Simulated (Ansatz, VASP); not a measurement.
# One calculation of Bi, two programs

```
Bi
1.0
     3.34906   -3.03228   -0.18188
     3.34906    3.03228   -0.18188
    -1.36952    0.00000    2.86383
Bi
2
Direct
  0.24977 0.24977 0.09652
  0.75023 0.75023 0.90348
```

Alike in both runs: functional PBEsol; k mesh 10 × 10 × 16; occupations gaussian, width 0.1 eV; no spin polarisation.

Ansatz relaxed the structure, and its values are those at the end. VASP's run is a single point on that final structure, the one shown.

|  | VASP | Ansatz |
| --- | --- | --- |
| version | VASP 6.6.1 | Ansatz 0.2.0 |
| potentials or method | VASP PAW PBE potentials, release 64 (Bi_d) | scalar-relativistic, plane waves, PAW |
| plane-wave cutoff (eV) | 520 | 420 |
| valence electrons in the cell | 30 | 30 |

Ansatz gave:

* gap on the k mesh at the Fermi level (eV): none
* pressure (GPa): 10.0

Which values does VASP return?

gap on the k mesh at the Fermi level (eV): none; pressure (GPa): 9.9.

A gap of «none» marks a metal or a gap that the smearing closes.

Caveats: the PAW data sets were made with another functional, which shifts forces and pressure a little (VASP); spin-orbit coupling is left out, which moves the levels of the heavy elements.
